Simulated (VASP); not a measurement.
# Si3C (P6/mmm) in VASP: reference runs, part 2 of 2

VASP 6.6.1.

### 7 Equation of state, PBE, 12.98 Å³/atom (volume scaled by 1.02)

The input, INCAR:

```
ALGO = Normal
EDIFF = 1E-7
ENCUT = 520
GGA = PE
ISIF = 2
ISMEAR = -1
LASPH = True
LCHARG = False
LREAL = False
LWAVE = False
NBANDS = 16
NELM = 100
PREC = Accurate
SIGMA = 0.05
```

The input, KPOINTS:

```
k-points
0
Gamma
  6 6 11
```

The input, POSCAR:

```
Si3C
1.0
    4.9473492929      0.0000000000      0.0000000000
   -2.4736746465      4.2845285036      0.0000000000
    0.0000000000      0.0000000000      2.4492237809
Si C
3 1
Direct
    0.5000000000      0.0000000000      0.5000000000
    0.0000000000      0.5000000000      0.5000000000
    0.5000000000      0.5000000000      0.5000000000
    0.0000000000      0.0000000000      0.5000000000
```

Potentials or basis: VASP PAW PBE potentials, release 64 (Si, C).

Run with:

```console
> cat potpaw_PBE.64/Si/POTCAR potpaw_PBE.64/C/POTCAR > POTCAR
> mpirun -np 1 vasp_std > vasp.out
```

OUTCAR:

```text
EDIFF = 1E-7
   ENCUT = 520
   GGA = PE
   ISIF = 2
   ISMEAR = -1
   LASPH = True
   LREAL = False
   NELM = 100
   PREC = Accurate

 Found     42 irreducible k-points:

 Following reciprocal coordinates:
            Coordinates               Weight
  0.000000  0.000000  0.000000      1.000000
  0.166667  0.000000  0.000000      6.000000
  0.333333  0.000000  0.000000      6.000000
  0.500000 -0.000000  0.000000      3.000000
  0.166667  0.166667  0.000000      6.000000
  0.333333  0.166667  0.000000     12.000000
   k-points           NKPTS =     42   k-points in BZ     NKDIM =     42   number of bands    NBANDS=     16
   number of dos      NEDOS =    301   number of ions     NIONS =      4
   total plane-waves  NPLWV =  28800
   dimension x,y,z NGX =    40 NGY =   40 NGZ =   18
   dimension x,y,z NGXF=    80 NGYF=   80 NGZF=   36
   ions per type =               3   1
   NGX,Y,Z   is equivalent  to a cutoff of  13.44, 13.44, 12.22 a.u.
   NGXF,Y,Z  is equivalent  to a cutoff of  26.88, 26.88, 24.44 a.u.
 SYSTEM =  unknown system
   PREC   = accura    normal or accurate (medium, high low for compatibility)
[... 53 lines left out ...]
  free energy    TOTEN  =       -20.65169906 eV

  energy without entropy =      -20.64100549  energy(sigma->0) =      -20.64635228

 E-fermi :   8.9835     XC(G=0): -11.2095

 val. band max:        8.9093979523   @ k =   0.5000  -0.0000   0.3636
 cond. band min:       9.0126973975   @ k =   0.3333   0.1667   0.0000
 fundamental gap:      0.1032994452
 Fermi energy:         8.9834816778

 k-point     1 :       0.0000    0.0000    0.0000
  band No.  band energies     occupation
      1      -5.6964      2.00000
      2       0.1490      2.00000
      3       1.5945      2.00000
      4       2.0168      2.00000
      5       2.0168      2.00000
      6       2.5665      2.00000
[... 91 lines left out ...]
      3      -1.7729      2.00000
      4       1.9254      2.00000
      5       4.3990      2.00000
      6       6.7824      2.00000
[... 8 lines left out ...]
     15      19.7046      0.00000
     16      19.7554      0.00000

 [... further k-points ...]
[... 5 lines left out ...]
  --------------------------------------------------------------------------------------
  -------------------------------------------------------------------------------------
  Total       -0.8580234     -0.8580227     -0.8421055      0.0000000      0.0000000      0.0000000
  in kB      -26.4792471    -26.4792265    -25.9880081      0.0000000      0.0000000      0.0000000
  external PRESSURE =     -26.3154939 kB  Pullay stress =       0.0000000 kB

 VOLUME and BASIS-vectors are now :
 -----------------------------------------------------------------------------
  energy-cutoff  :      520.00
  volume of cell :       51.92
      direct lattice vectors                 reciprocal lattice vectors
     4.947349293  0.000000000  0.000000000     0.202128441  0.116698955  0.000000000
    -2.473674647  4.284528504  0.000000000     0.000000000  0.233397910  0.000000000
     0.000000000  0.000000000  2.449223781     0.000000000  0.000000000  0.408292622

 POSITION                                       TOTAL-FORCE (eV/Angst)
 -----------------------------------------------------------------------------------
      2.47367      0.00000      1.22461        -0.000000      0.000000      0.000000
     -1.23684      2.14226      1.22461        -0.000000      0.000000      0.000000
      1.23684      2.14226      1.22461         0.000000      0.000000      0.000000
      0.00000      0.00000      1.22461        -0.000000      0.000000      0.000000
 -----------------------------------------------------------------------------------
    total drift:                               -0.000000      0.000000     -0.000000

  FREE ENERGIE OF THE ION-ELECTRON SYSTEM (eV)
  ---------------------------------------------------
  free  energy   TOTEN  =       -20.6516990589 eV

  energy  without entropy=      -20.6410054935  energy(sigma->0) =      -20.64635228
```

OSZICAR:

```text
N       E                     dE             d eps       ncg     rms          rms(c)
DAV:   1     0.218328203846E+02    0.21833E+02   -0.65090E+03  1344   0.865E+02
DAV:   2    -0.193661453292E+02   -0.41199E+02   -0.37992E+02  1864   0.129E+02
DAV:   3    -0.207739882356E+02   -0.14078E+01   -0.13987E+01  1744   0.216E+01
DAV:   4    -0.207831043129E+02   -0.91161E-02   -0.91134E-02  1688   0.219E+00
DAV:   5    -0.207831878558E+02   -0.83543E-04   -0.83540E-04  1792   0.192E-01    0.594E+00
DAV:   6    -0.206826492465E+02    0.10054E+00   -0.34677E-01  1808   0.340E+00    0.356E+00
DAV:   7    -0.206589170303E+02    0.23732E-01   -0.99886E-02  1720   0.201E+00    0.186E+00
DAV:   8    -0.206516603406E+02    0.72567E-02   -0.24690E-02  1632   0.957E-01    0.290E-01
DAV:   9    -0.206516548274E+02    0.55133E-05   -0.19734E-03  1704   0.277E-01    0.166E-01
DAV:  10    -0.206517069562E+02   -0.52129E-04   -0.28481E-04  1576   0.102E-01    0.373E-02
DAV:  11    -0.206516998531E+02    0.71030E-05   -0.15957E-05  1680   0.234E-02    0.882E-03
DAV:  12    -0.206516990260E+02    0.82715E-06   -0.10859E-06  1712   0.621E-03    0.279E-03
DAV:  13    -0.206516990589E+02   -0.32924E-07   -0.63817E-08   984   0.154E-03
   1 F= -.20651699E+02 E0= -.20646352E+02  d E =-.106936E-01
```

Wall time 27 s (1 thread of AMD EPYC 9R14 (Zen 4), shared host); peak memory 0.15 GiB.

Results:

```yaml
Free_energy: -20.6517 eV
Pressure: -2.6 GPa
Band_gap_on_the_k_mesh: none (metal or under the smearing width)
```

### 8 Equation of state, PBE, 13.23 Å³/atom (volume scaled by 1.04)

The input, INCAR:

```
SYSTEM = Si3C
  ALGO = Normal
  EDIFF = 1E-7
  ENCUT = 520
  GGA = PE
  ISIF = 2
  ISMEAR = -1
  LASPH = .True.
  LCHARG = .False.
  LREAL = .False.
  LWAVE = .False.
  NBANDS = 16
  NELM = 80
  PREC = Accurate
  SIGMA = 0.05
```

The input, KPOINTS:

```
k-points
0
Gamma
  6 6 11
  0 0 0
```

The input, POSCAR:

```
Si3C
1.0
    4.9794758379      0.0000000000      0.0000000000
   -2.4897379189      4.3123508969      0.0000000000
    0.0000000000      0.0000000000      2.4651282770
Si C
3 1
Direct
    0.5000000000      0.0000000000      0.5000000000
    0.0000000000      0.5000000000      0.5000000000
    0.5000000000      0.5000000000      0.5000000000
    0.0000000000      0.0000000000      0.5000000000
```

Run with:

```console
> cat potpaw_PBE.64/Si/POTCAR potpaw_PBE.64/C/POTCAR > POTCAR
> mpirun -np 1 vasp_std > vasp.out
```

Run time: 27 s. Hardware: 1 thread of AMD EPYC 9R14 (Zen 4), shared host; peak memory 0.15 GiB.

It converged, with:

```
Free energy            : -20.6287 eV
Pressure               : -4.6 GPa
Band gap on the k mesh : none (metal or under the smearing width)
```

### 9 Equation of state, PBE, 13.49 Å³/atom (volume scaled by 1.06)

The input, INCAR:

```
PREC = Accurate
ENCUT = 520
EDIFF = 1E-7
ISMEAR = -1
SIGMA = 0.05
LREAL = F
LASPH = T
NELM = 100
ALGO = Normal
ISIF = 2
LWAVE = F
LCHARG = F
GGA = PE
NBANDS = 16
```

The input, KPOINTS:

```
regular mesh
0
Gamma
  6 6 11
```

The input, POSCAR:

```
Si3C
1.0
    5.0111930996      0.0000000000      0.0000000000
   -2.5055965498      4.3398188406      0.0000000000
    0.0000000000      0.0000000000      2.4808301544
Si C
3 1
Direct
    0.5000000000      0.0000000000      0.5000000000
    0.0000000000      0.5000000000      0.5000000000
    0.5000000000      0.5000000000      0.5000000000
    0.0000000000      0.0000000000      0.5000000000
```

Potentials or basis: VASP PAW PBE potentials, release 64 (Si, C).

Run with:

```console
> cat potpaw_PBE.64/Si/POTCAR potpaw_PBE.64/C/POTCAR > POTCAR
> mpirun -np 1 vasp_std > vasp.out
```

It took 26 s on 1 thread of AMD EPYC 9R14 (Zen 4), shared host; peak memory 0.15 GiB.

Results (log left out):

```
Free energy            : -20.5939 eV
Pressure               : -6.3 GPa
Band gap on the k mesh : none (metal or under the smearing width)
```

### 10 Equation of state, PBE

Potentials or basis: VASP PAW PBE potentials, release 64 (Si, C).

This step only gathers the single runs of the series.

What came out:

```
Equilibrium volume                        : 12.69 Å³/atom
Bulk modulus at fixed shape and positions : 123 GPa
Pressure derivative of the bulk modulus   : 5.2 (rough: it moves with the points fitted)
```

Energy against volume, from the lowest point:
```tsv
volume (Å³/atom)	energy (meV/atom)
11.961	18.35
12.216	7.52
12.470	1.57
12.725	0.00
12.979	2.35
13.234	8.10
13.488	16.78
```

Caveat: the cell was scaled at fixed shape and fractional positions, which overstates the stiffness of a crystal with free parameters, most of all of layers and chains.

### 11 The runs side by side

| task | cell | gap on the mesh (eV) | pressure (GPa) |
| --- | --- | --- | --- |
| single point | as given | none | -0.3 |
| single point | atoms moved at random, drawn with an rms of 0.05 Å | none | 0.1 |
| equation of state | as given | - | - |

Alike in all rows: level PBE; potentials or basis VASP PAW PBE potentials, release 64 (Si, C); no spin polarisation; k mesh 6 × 6 × 11; cutoff (eV) 520; smearing fermi-dirac 0.05 eV.

Caveats: the cell was scaled at fixed shape and fractional positions, which overstates the stiffness of a crystal with free parameters, most of all of layers and chains (some runs).

Total energies depend on the potentials used, so only differences within one code and one set of settings carry meaning.
